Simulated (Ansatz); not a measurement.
# CuI (Cmcm) under strain

CuI (Cmcm) from a database of computed structures, relaxed with r2SCAN+rVV10 in the plane-wave code Ansatz. Space group Cmcm (No. 63), orthorhombic; a = 7.007 Å, b = 7.186 Å, c = 4.322 Å in the conventional setting, 27.21 Å³ an atom. Cu has 2 Cu at 2.47 Å and 3 I at 2.57–2.60 Å; I has 3 Cu at 2.57–2.60 Å.

The axes x, y and z are those of this cell:
```
CELL_PARAMETERS angstrom
3.50375 -3.59315 0.00000
3.50375 3.59315 0.00000
0.00000 0.00000 4.32201
ATOMIC_POSITIONS crystal
Cu 0.41680 0.58320 0.75000
Cu 0.58320 0.41680 0.25000
I 0.77795 0.22205 0.75000
I 0.22205 0.77795 0.25000
```

Unstrained: With PBE the gap is 0.948 eV and direct, at Γ. r2SCAN gives a direct gap of 1.358 eV at Γ. HSE06 gives a direct gap of 2.212 eV at Γ. Meshes: PBE 6×6×6, r2SCAN 6×6×6, HSE06 4×4×4. Strains are changes of length per length. After each strain the atoms were relaxed again with r2SCAN+rVV10 within the symmetry that the strain leaves, so tilts or polar shifts that break it weren't tested; points keep the names that they have in the unstrained zone. (Simulation; spin polarisation is off.)

Changes of the least gap in eV (an overlap counts as a negative gap):

| strain | volume change (%) | space group | PBE | r2SCAN | HSE06 |
| --- | --- | --- | --- | --- | --- |
| epitaxial +1.92 % in the xy plane, free normal strain -0.56 % | +3.3 | Cmcm | +0.002 | -0.015 | -0.005 |
| uniaxial +4.57 % along x | +4.6 | Cmcm | +0.045 | +0.039 | +0.054 |
| isotropic -2.05 % on every length | -6.0 | Cmcm | -0.082 | -0.073 | -0.105 |
| uniaxial -0.72 % along z | -0.7 | Cmcm | -0.024 | -0.026 | -0.032 |

Epitaxial +1.92 % in the xy plane, free normal strain -0.56 %. HSE06: the gap goes from 2.212 to 2.207 eV (-0.005 eV). Stress change with PBE, compression positive: xx -0.23, yy -0.63, zz -0.04 GPa.

Uniaxial +4.57 % along x, other directions held. HSE06: the gap goes from 2.212 to 2.266 eV (+0.054 eV). Stress change with PBE, compression positive: xx -0.70, yy +0.07, zz -0.57 GPa.

Isotropic -2.05 % on every length. HSE06: the gap goes from 2.212 to 2.107 eV (-0.105 eV). Stress change with PBE, compression positive: xx +0.76, yy +1.89, zz +3.66 GPa. For HSE06, dE_g/d ln V = 1.7 eV over this step.

Uniaxial -0.72 % along z, other directions held. HSE06: the gap goes from 2.212 to 2.180 eV (-0.032 eV). Stress change with PBE, compression positive: xx +0.11, yy +0.18, zz +0.84 GPa.

No spin-orbit coupling is included; it can move band edges with weight on the heavy atoms by tenths of an eV.

The meshes of the hybrids are coarse, so their gaps aren't converged to the digits shown.
